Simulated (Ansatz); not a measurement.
# Si (Fd-3m) in Ansatz: single point with PBE

Aim: the single point of Si with PBE.

All numbers are computed with Ansatz 0.2.0; they aren't measurements. Logs are shortened: lines on timing, memory, paths and dates and some standing lists are left out, and cuts for length are marked.

### 1 Starting point

The structure is cubic, space group Fd-3m (No. 227). The conventional cell has a = 5.444 Å, b = 5.444 Å, c = 5.444 Å, α = 90.00°, β = 90.00°, γ = 90.00°. Si (site symmetry -43m) has 4 Si at 2.36 Å as nearest neighbours.

### 2 Single point, PBE

input.yaml reads:

```yaml
crystal:
  lattice:
    - [0.0, 2.7218511865, 2.7218511865]
    - [2.7218511865, 0.0, 2.7218511865]
    - [2.7218511865, 2.7218511865, 0.0]
  atoms:
    - { symbol: Si, position: [0.5, 0.5, 0.5] }
    - { symbol: Si, position: [0.75, 0.75, 0.75] }
kpoints:
  mp_grid: { grid: [5, 5, 5] }
scf:
  occupations: { method: fermi_dirac, width: 0.03 }
hamiltonian:
  xc: pbe
  pseudopotentials: { kind: all_electron, lapw: { basis_error: 0.002 } }
output:
  forces: true
  stress: true
  eigenvalues: true
```

Potentials or basis: all-electron LAPW, scalar-relativistic.

The run is started by

```
$ ansatz run input.yaml --threads 1 --pin off --max-ram 3072MiB --backend cpu --events-out ev --progress --plain --runs-dir out
```

What it wrote:

```text
Warning: RAYON_NUM_THREADS=1 ignored (pool sized by the plan → 1); use --threads N
LAPW: plane waves up to 7.154 Å⁻¹, error target 2.0e-3 eV per atom; small_component_spin mean_spin; Si in spheres of 1.179 Å, 12 of its electrons in bands, Dirac shells [] (how accurate: hamiltonian.pseudopotentials.lapw.basis_error, Limitations)
Engine: ansatz 0.2.0, x86_64-unknown-linux-gnu
Pseudopotentials: kind: all_electron
Pseudopotential: Si, LAPW, valence charge 12, lapw/all_electron/scalar/gaussian/Si, Koelling and Harmon's equation, gaussian nucleus
Functional definition: PBE
  parameter kappa = 0.804
  parameter beta = 0.06672455060314922
  exchange = pbe_x(kappa = kappa, mu = beta*pi^2/3)
  correlation = pbe_c(beta = beta)
Crystal: 2 atoms, lattice volume = 40.330 Å³
Basis set: ecut = 194.99891183650215 eV, 259 PW (Γ), exchange–correlation at level 2
Bands: 16, of which v1, the nominal top of the filled ones, is band 12 counted from 1 (11 counted from 0)
Symmetry: 48 space group operations
Space group: Fd-3m (ITA 227), of the structure as read, at distance tolerance 3.4e-5 Å
k-points: 10 of 125
Non-local potential: Si, projectors of the file, none
Initial density: superposition of atomic densities (chi_scale 0.1, normalization cell)
Initial wavefunctions: plane waves of lowest kinetic energy (no species holds an atomic orbital)
Functional: x = pbe(κ = 0.804, μ = 0.2195149727645171), c = pbe(β = 0.06672455060314922)
iter 1 solved again at ethr=3.21e-3 eV; its pass at ethr=1.00e-1 eV (dr2=7.70e-1 eV) is discarded
SCF iter   1: F=—  HF=-15784.636700 eV  |F-HF|=—  |Δ(HF+E_count)|=         —  Δρ=4.25e-2  dr2=7.73e-1  ethr=3.21e-3  ⟨swp⟩=2.2  Hψ=1141  notcnv=0
preconditioner: auto → none  [insulator: Δε(μ)=0.880 eV  Ē_g=9.587 eV  σ=0.030 eV  W_gap=1.00  n_scr=14 (ndim 8)  ℏωp=16.5 eV  f_vac=0.000  D(μ)=0.00/eV (n_scr^D=0)  ε∞_Penn≈4.0]
SCF iter   2: F=—  HF=-15784.489836 eV  |F-HF|=—  |Δ(HF+E_count)|=   1.47e-1  Δρ=1.82e-2  dr2=1.24e-1  ethr=3.21e-3  ⟨swp⟩=2.0  Hψ=452  notcnv=0
iter 3 solved again at ethr=1.49e-6 eV; its pass at ethr=5.15e-4 eV (dr2=3.58e-4 eV) is discarded
SCF iter   3: F=—  HF=-15784.469740 eV  |F-HF|=—  |Δ(HF+E_count)|=   2.01e-2  Δρ=1.24e-3  dr2=3.48e-4  ethr=1.49e-6  ⟨swp⟩=3.0  Hψ=814  notcnv=0
SCF iter   4: F=—  HF=-15784.470080 eV  |F-HF|=—  |Δ(HF+E_count)|=         —  Δρ=1.39e-4  dr2=4.84e-6  ethr=1.45e-6  ⟨swp⟩=3.0  Hψ=434  notcnv=0
the basis was enlarged: its passes take 203.9 KiB over the memory plan, 1 of 1 planned eigensolver slots
SCF iter   5: F=—  HF=-15784.470093 eV  |F-HF|=—  |Δ(HF+E_count)|=   1.27e-5  Δρ=3.04e-5  dr2=3.18e-7  ethr=2.02e-8  ⟨swp⟩=3.0  Hψ=451  notcnv=0
SCF iter   6: F=-15784.470094 eV  HF=-15784.470094 eV  |F-HF|=6.55e-9  |Δ(HF+E_count)|=   1.29e-6  Δρ=3.36e-6  dr2=2.82e-9  ethr=1.33e-9  ⟨swp⟩=3.0  Hψ=454  notcnv=0
SCF 1 converged in 6 iterations: F = -15784.470094 eV  dr2 = 2.82e-9
SCF converged after 6 iterations
Free energy (F): -15784.470094 eV
Harris-Foulkes:  -15784.470094 eV  (|F-HF|=6.55e-9)
Internal energy: -15784.470092 eV  (E = F + TS)
E sigma→0 (E₀):  -15784.470093 eV
Entropy (-TS):   -0.000002 eV (-0.001 meV/atom)
Fermi energy:    7.676957 eV
--- Per-component energies (eV) ---
  E_band       = -1475.299499
  E_kinetic    = 15829.638850
  E_xc         = -1136.237367
  E_electrostatic = -30477.871575  (all electrons and nuclei)
  E_smearing   = -0.000002  (= −TS)
  E_closure    = 0.000000  (closes the sum)
  E_atoms      = -15773.713766  (free atoms, spherical and without spin; not in F)
  Σ components = -15784.470094   (vs F -15784.470094, Δ=0.00e0)
  Basis errors (estimates in eV, not in F): energy 9.4e-4 per atom: plane waves 9.1e-4 (5.4e-4 summed), levels above the bands 1.8e-85, relativity 1.8e-8, radial functions 3.2e-5, core shells 1.8e-13; eigenvalues (radial functions only) 1.3e-6; not estimated: angular momenta, meshes, grids; target (lapw.basis_error) 2.0e-3; muffin-tin radii Si 1.179 Å
--- Forces (eV/Å), atoms counted from 1 ---
  atom   1  Si     0.00000000    -0.00000000     0.00000000
  atom   2  Si     0.00000000    -0.00000000    -0.00000000
  max |Σ_I F_I| component: 2.08e-17 eV/Å
--- Stress (GPa, compression-positive) ---
        1.519830      -0.000000       0.000000
       -0.000000       1.519830       0.000000
        0.000000       0.000000       1.519830
  P = ⅓ Tr σ = 1.5198 GPa (15.198 kbar)
--- Band table (eV; the first three rows and the last of 10) ---
  k-point 0: bands = ["-126.3618", "-126.3544", "-82.4006", "-82.4006", "-82.4006", "-82.3842", "-82.3842", "-82.3842", "-4.5218", "7.3939", "7.3939", "7.3939", "9.9447", "9.9447", "9.9447", "10.6716"]
  k-point 1: bands = ["-126.3613", "-126.3549", "-82.4010", "-82.4010", "-82.4000", "-82.3847", "-82.3838", "-82.3838", "-4.0075", "4.3909", "6.8166", "6.8166", "9.5836", "10.7422", "10.7422", "13.3809"]
  k-point 2: bands = ["-126.3602", "-126.3560", "-82.4016", "-82.4016", "-82.3991", "-82.3857", "-82.3831", "-82.3831", "-2.6550", "1.1465", "6.2707", "6.2707", "8.9829", "10.8033", "10.8033", "15.2154"]
  k-point 9: bands = ["-126.3590", "-126.3572", "-82.4030", "-82.4026", "-82.3949", "-82.3900", "-82.3822", "-82.3818", "-1.3911", "0.8448", "3.4402", "4.4208", "10.7799", "11.1644", "11.7986", "15.1471"]
```

Wall time 3 s (1 thread of Intel Xeon at 2.50GHz (Skylake/Cascade Lake), shared host); peak memory 0.23 GiB.

What came out:

```
Free energy            : -15784.4701 eV
Pressure               : 1.5 GPa
Band gap on the k mesh : 0.59 eV, indirect (least direct gap 2.55 eV)
```

Caveat: an odd mesh through Γ misses points on the zone boundary, where band edges often lie.
